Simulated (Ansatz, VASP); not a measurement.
# Al35PtN36 (Pt_Al): VASP beside Ansatz, part 2 of 2

Wanted: the spread between two codes on one cell, functional and k mesh. Of the first pair: The structure shown is the start of the Ansatz relaxation below; VASP solves that cell, so the two are compared at the walk's first step.

VASP 6.6.1 and Ansatz 0.2.0.

So far. Step 3 (VASP: single point, r2SCAN, start cell, pair 1): The run ends at a pressure of 6.54 GPa, with forces up to 8.7 eV/Å.

### Step 4. Comparison

Known differences besides the potentials themselves: VASP starts from the moments at which Ansatz ended; VASP keeps PBE cores, Ansatz makes them for the functional; fixed occupations in Ansatz, narrow Gaussian smearing in VASP; the cutoff is 500 eV in Ansatz and 580 eV in VASP (PREC = Accurate, projectors in real space). Total energies have different zeros and are not compared.

Forces on 7 of the 72 atoms, those with the largest forces and the largest differences (eV/Å; atoms numbered as in POSCAR):

```
atom          Ansatz x, y, z            VASP x, y, z
 Al6    2.228, 0.082, -0.998    2.235, 0.088, -0.998
Al33  -1.073, -0.699, -1.470  -1.078, -0.700, -1.467
 N40  -6.397, -3.733, -1.647  -6.482, -3.788, -1.673
 N52   6.323, -3.257, -2.910   6.437, -3.324, -2.966
 N55     0.877, 0.211, 8.499     0.882, 0.213, 8.671
 N56    1.031, 7.365, -2.463    1.039, 7.509, -2.513
 N68    0.458, -0.150, 1.801    0.459, -0.152, 1.812
```

The forces differ by 21 meV/Å r.m.s., which is 1.6 % of the r.m.s. force of 1.304 eV/Å (both taken over all components). Moments aren't recorded for both runs of this pair, so they may hold unlike magnetic states. The cell carries a charge of -1 e against a uniform background, so its pressure also hangs on how the neutralising background is counted, and in a defect's cell a gap may be the spacing between its levels.

### Step 5. Ansatz: relaxation, r2SCAN

This run makes the geometry at which the two programs are then compared.

The structure compared here is the end of the Ansatz relaxation.

Contents of input.yaml:

```yaml
crystal:
  lattice:
    - [3.10652185, 3.0e-08, 0.0]
    - [-1.55326095, 2.69032682, 0.0]
    - [0.0, 0.0, 4.97823886]
  atoms:
    - { symbol: Al, position: [0.66666667, 0.33333333, 0.49920333] }
    - { symbol: Al, position: [0.33333333, 0.66666667, 0.99920333] }
    - { symbol: "N", position: [0.66666667, 0.33333333, 0.88079667] }
    - { symbol: "N", position: [0.33333333, 0.66666667, 0.38079667] }
  supercell: [3, 3, 2]
  defects: [{ substitution: { at: 33, symbol: Pt } }]
total_charge: -1
basis:
  ecutwfc: 500
  xc_grid: 2
hamiltonian:
  xc: r2scan
  pseudopotentials: { kind: paw, azcp: { folder: soft_1 } }
kpoints:
  mp_grid: { grid: [1, 1, 1], shift: [0.25, 0.25, 0.25] }
magnetization:
  spin_polarized: true
  initial_magnetization: 2
  spin_locking: { lock_magnetization: hard }
scf:
  occupations: { method: fixed }
  max_iter: 100
output:
  forces: true
  charged_corrections: { epsilon: [4.49, 4.49, 4.72], static_epsilon: [8.15, 8.15, 9.65] }
relax:
  f_tol: 0.02
  max_steps: 80
  random_displacement: { amplitude: 0.05, seed: 7481 }
checkpoint:
  write: "../qm1_M2.relax.run"
  compress: false
  write_wavefunctions: true
  write_every: 100000
```

The run is started by

```bash
ansatz run input.yaml --threads 4 --pin off --max-ram 7536MiB --backend cpu --events-out ev --progress --plain --runs-dir out
```

Numbers of over 12 decimals in the logs are rounded to 6 here.

What it wrote:

```text
[...]
Crystal: 72 atoms, lattice volume = 748.907 Å³
Basis set: ecut = 500 eV, 18913 PW (Γ), exchange–correlation on 144×144×150 points (8 copies of the dense FFT grid, shifted against one another)
Bands: 225, of which v1, the nominal top of the filled ones, is band 152 counted from 1 (151 counted from 0)
Symmetry: 1 space group operations
k-points: 1
[...]
Starting moments: Σ|m| = 2 μB on 72 of 72 sites
[...]
- { symbol: N, position: [0.109757, 0.554026, 0.690364] }
[...]
- { symbol: Pt, position: [0.437928, 0.566352, 0.498737] }
[...]
- { symbol: Al, position: [0.888329, 0.777310, 0.249088] }
    - { symbol: Al, position: [0.780405, 0.890592, 0.500368] }
    - { symbol: N, position: [0.889517, 0.778200, 0.439630] }
    - { symbol: N, position: [0.780292, 0.889249, 0.187061] }
    - { symbol: Al, position: [0.888005, 0.776793, 0.748972] }
    - { symbol: Al, position: [0.778380, 0.889250, 0.998605] }
    - { symbol: N, position: [0.888591, 0.777312, 0.939092] }
    - { symbol: N, position: [0.778276, 0.888753, 0.691286] }
```

### Step 6. VASP: single point, r2SCAN, relaxed cell, pair 2

The same cell, functional and mesh now go to VASP, with its own data sets.

Contents of INCAR:

```
SYSTEM = Al35PtN36
PREC = Accurate
ENCUT = 580
EDIFF = 1E-06
NELM = 200
ISMEAR = 0
SIGMA = 0.01
LREAL = Auto
ALGO = Normal
METAGGA = R2SCAN
LASPH = .TRUE.
NELECT = 296
NBANDS = 200
ISPIN = 2
MAGMOM = 0 0 0 0 0 0 -0 0 0 0 0 0 -0 0 0 0 0 0 0 0 0 -0 0 -0 -0 -0 -0 -0 0 0 0 0 0 0 0 0 0 0 -0 0.08 0 0.01 0 0.01 0 0 -0 0.02 0 0 -0 0.17 0.03 0.01 0.14 0.08 0 0.01 0 -0 -0 0 -0 0.02 0 0 -0 0 0 0 -0 0.77
LMAXMIX = 4
LORBIT = 11
LWAVE = .FALSE.
LCHARG = .FALSE.
ISIF = 2
ISYM = 0
NUPDOWN = 2
GGA_COMPAT = .FALSE.
LMIXTAU = .TRUE.
NCORE = 2
```

Contents of POSCAR:

```
Al35PtN36
1.0
    9.3195655422      0.0000000883      0.0000000000
   -4.6597828476      8.0709804676      0.0000000000
    0.0000000000      0.0000000000      9.9564777200
Al N Pt
35 36 1
Direct
    0.2211977378      0.1101546639      0.2492006983
    0.1083313407      0.2184390789      0.5004053462
    0.2215009075      0.1102712948      0.7490565218
    0.1092536971      0.2201453421      0.9988839848
    0.2183690791      0.4413238553      0.2469219657
    0.1080159693      0.5530867535      0.4991764523
    0.2195420541      0.4420576462      0.7511095391
    0.1091977258      0.5548340421      0.9992280303
    0.2217587403      0.7767436874      0.2491258777
    0.1108446350      0.8874064885      0.4986350018
    0.2218767930      0.7764377665      0.7484974648
    0.1104770227      0.8879446674      0.9991651014
    0.5540319285      0.1107268657      0.2509042756
    0.4422509334      0.2231949718      0.4996170181
    0.5550232006      0.1109029481      0.7484882854
    0.4433257862      0.2207428710      0.9993439566
    0.5546026126      0.4438241463      0.2468895438
    0.5551903873      0.4429675354      0.7515406098
    0.4431916213      0.5552199954      0.9958647221
    0.5574234990      0.7807051218      0.2460554793
    0.4453202552      0.8911864991      0.4991658043
    0.5559836730      0.7782972156      0.7508075249
    0.4435598106      0.8892970805      0.9989710701
    0.8885671936      0.1100432601      0.2513551029
    0.7769717482      0.2216544308      0.4977927684
    0.8877163683      0.1106947995      0.7490136147
    0.7768883943      0.2216321867      0.9999079006
    0.8878530884      0.4444805057      0.2509877628
    0.7749280775      0.5560140266      0.4995151636
    0.8875237547      0.4434782002      0.7484489893
    0.7777013472      0.5550993056      0.9993448135
    0.8883288404      0.7773099672      0.2490884048
    0.7804047799      0.8905916633      0.5003677161
    0.8880045075      0.7767932646      0.7489722655
    0.7783800658      0.8892497566      0.9986048448
    0.2202149509      0.1088018440      0.4397724749
    0.1094644601      0.2184972389      0.1873740523
    0.2210607352      0.1098368502      0.9391817667
    0.1096809233      0.2200552339      0.6912941199
    0.1873784629      0.4229444657      0.4310518944
    0.1092360559      0.5555305516      0.1883710011
    0.2178445171      0.4421861859      0.9424023369
    0.1097574015      0.5540256312      0.6903640174
    0.2216818573      0.7768656165      0.4397124871
    0.1108016921      0.8876661198      0.1894590451
    0.2211797325      0.7771907897      0.9389155230
    0.1107338006      0.8875550695      0.6895045430
    0.5532244096      0.1129325184      0.4406867863
    0.4426128805      0.2200867551      0.1883602846
    0.5550420349      0.1111951044      0.9390814859
    0.4435949041      0.2214105418      0.6905617544
    0.5631509938      0.4345631974      0.4326241093
    0.4431866991      0.5555398814      0.1881525726
    0.5557528051      0.4426979498      0.9426241345
    0.4433489920      0.5541112893      0.7160545826
    0.5768341802      0.8142414122      0.4297962464
    0.4428120052      0.8894244631      0.1880350634
    0.5562050415      0.7805328799      0.9422516204
    0.4443606049      0.8886461551      0.6903549972
    0.8885498356      0.1106295507      0.4407590103
    0.7770909077      0.2214214554      0.1907016969
    0.8874608682      0.1111042267      0.9391172941
    0.7770043037      0.2214408710      0.6893541975
    0.8859957089      0.4454290384      0.4407671151
    0.7784031393      0.5558368528      0.1884231778
    0.8873570476      0.4434822227      0.9391207230
    0.7767803620      0.5546814032      0.6905238430
    0.8895172330      0.7782004811      0.4396299916
    0.7802924953      0.8892487938      0.1870608732
    0.8885912398      0.7773123891      0.9390917473
    0.7782761444      0.8887534589      0.6912863124
    0.4379276330      0.5663519814      0.4987365959
```

Contents of KPOINTS:

```
Points of the shifted mesh
1
Reciprocal
 0.2500000000  0.2500000000  0.2500000000 1
```

PAW data sets: Al, N and Pt (PBE family, release 64).

The run is started by

```bash
mpirun -np 8 vasp_std
```

What it wrote:

```text
[banner, memory and clock lines left out]
running    8 mpi-ranks, on    1 nodes
[...]
[... a notice as in an earlier step ...]

 LDA part: xc-table for (None), standard interpolation
 POSCAR, INCAR and KPOINTS ok, starting setup
[...]
entering main loop
       N       E                     dE             d eps       ncg     rms          rms(c)
DAV:   1     0.119826942798E+04    0.11983E+04   -0.15302E+05   800   0.152E+03
DAV:   2    -0.726768168221E+03   -0.19250E+04   -0.18447E+04   984   0.305E+02
DAV:   3    -0.881031368174E+03   -0.15426E+03   -0.15297E+03   976   0.935E+01
DAV:   4    -0.883559153538E+03   -0.25278E+01   -0.25178E+01   960   0.124E+01
DAV:   5    -0.883607545331E+03   -0.48392E-01   -0.48338E-01   976   0.162E+00BRMIX: very serious problems
 the old and the new charge density differ
 old charge density:   295.00000 new  296.00000
    0.566E+01
DAV:   6    -0.750392165941E+03    0.13322E+03   -0.32829E+02   928   0.364E+01    0.326E+01
DAV:   7    -0.722919379815E+03    0.27473E+02   -0.24897E+01   896   0.158E+01    0.174E+01
DAV:   8    -0.723488948209E+03   -0.56957E+00   -0.26858E+00   872   0.551E+00    0.111E+01
DAV:   9    -0.716757902522E+03    0.67310E+01   -0.18011E+00   872   0.402E+00    0.389E+00
[...]
DAV:  19    -0.721841229063E+03   -0.17428E-05   -0.50043E-06   824   0.586E-03    0.491E-03
DAV:  20    -0.721841231161E+03   -0.20977E-05   -0.15088E-06   576   0.439E-03    0.274E-03
DAV:  21    -0.721841230533E+03    0.62795E-06   -0.46283E-07   496   0.171E-03
   1 F= -.72184123E+03 E0= -.72184123E+03  d E =-.284151E-26  mag=     2.0000
```

Parts of OUTCAR (step 6):

```text
  FREE ENERGIE OF THE ION-ELECTRON SYSTEM (eV)
  ---------------------------------------------------
  free  energy   TOTEN  =      -721.8412305332 eV

  energy  without entropy=     -721.8412305332  energy(sigma->0) =     -721.84123053

 magnetization (x)
# of ion       s       p       d       tot
------------------------------------------
    1        0.000   0.000   0.000   0.000
    2        0.001   0.000   0.000   0.001
    3        0.000   0.000   0.000   0.000
    4        0.000   0.000   0.000   0.000
    5        0.000  -0.000   0.000  -0.000
    6       -0.000   0.000   0.000   0.000
    7       -0.001  -0.001   0.000  -0.001
    8        0.000   0.000   0.000   0.000
    9       -0.000   0.000   0.000   0.000
   10        0.000   0.000   0.000   0.001
   11        0.000   0.000   0.000   0.000
   12        0.000   0.000   0.000   0.000
   13       -0.000  -0.000   0.000  -0.000
[...]
--------------------------------------------------
tot          0.063   0.639   0.914   1.616
```

The run ends at a pressure of 4.37 GPa, with forces up to 0.032 eV/Å.

### Step 7. Differences

What differs besides the data sets and the points named for the pairs above, as far as they apply: site moments are counted in spheres of each program's own size. Total energies have different zeros and are not compared.

Both answers:

```
                             quantity  Ansatz  VASP  difference
total moment, fixed by the input (μB)    2.00  2.00        0.00
                  moment on Pt72 (μB)    0.77  1.04       -0.26
                   moment on N52 (μB)    0.17  0.17        0.00
                   moment on N55 (μB)    0.14  0.14        0.00
                   moment on N40 (μB)    0.08  0.08        0.00
                   moment on N56 (μB)    0.08  0.08        0.00
```

At this near-relaxed geometry the largest component of a force difference is 30 meV/Å. The cell carries a charge of -1 e against a uniform background, so its pressure also hangs on how the neutralising background is counted, and in a defect's cell a gap may be the spacing between its levels.

### Step 8. Summary of results

```yaml
r_m_s_force_difference_single_point_r2scan_start_cell_pair_1: 1.6 % of the r.m.s. force
difference_in_moment_on_pt72_single_point_r2scan_relaxed_cell_pair_2: -0.26 μB
```

The r.m.s. force difference is 1.6 % of the r.m.s. force (single point, r2SCAN, start cell, pair 1), within the 3 % picked in this series as the mark of a large difference. The data sets hold unlike numbers of valence electrons (304 in Ansatz and 296 in VASP), so part of the differences comes from the potentials. How closely two codes agree says nothing of how well the functional describes the real material.

[Lines on the potential files, build, host, timing and source positions are cut from VASP's logs without a mark.]

[Logs are printed without paths, hosts, clocks, repeated set-up lines and the standing remarks that a program may print on its own settings, such as how far it seeks lower states.]

[Hosts, paths, dates, database ids (printed as entryN), source tags and the programs' standing remarks are cut or masked in the printed files.]
